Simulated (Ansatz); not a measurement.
Consider the following.

CsCl:
```cif
data_ClCs
_chemical_formula_sum 'Cs1 Cl1'
_space_group_name_H-M_alt 'Pm-3m'
_space_group_IT_number 221
_space_group_name_Hall '-P 4 2 3'
_cell_length_a 4.06815
_cell_length_b 4.06815
_cell_length_c 4.06815
_cell_angle_alpha 90.000
_cell_angle_beta 90.000
_cell_angle_gamma 90.000
loop_
_atom_site_label
_atom_site_type_symbol
_atom_site_symmetry_multiplicity
_atom_site_Wyckoff_symbol
_atom_site_fract_x
_atom_site_fract_y
_atom_site_fract_z
_atom_site_occupancy
Cs1 Cs 1 a 0.00000 0.00000 0.00000 1
Cl1 Cl 1 b 0.50000 0.50000 0.50000 1
```

This is the PBEsol-relaxed structure.

### Question
All from the program Ansatz at the PBEsol level (PAW), unless another level is named. Give the electron effective mass, band 2 of 2 at the edge.

### Answer
0.35 along [100], 0.43 along [110], 0.55 along [111] (mₑ).

### Question
Give the hole effective mass, band 2 of 3 at the edge.

### Answer
3.5 along [100], 2.7 along [110], 2.9 along [111] (mₑ).

### Question
And the formation energy from the elements (no fitted shifts)?

### Answer
-1956 meV/atom.

### Question
Give the weight of the valence-edge state by species (Voronoi cells).

### Answer
Cl 94 %, Cs 6 %.

### Question
What about the valence-band maximum?

### Answer
at Γ.

The cell was relaxed with PBEsol under the symmetry of its start. The references are the lowest solids computed at this level, not always the standard phases (solids in place of the gases). Scalar-relativistic: spin–orbit coupling is off unless named, which matters more the heavier the elements.

Potentials: the later of the program's two PAW sets.

Edges and masses are those of Kohn–Sham bands, whose gap is no quasiparticle gap.
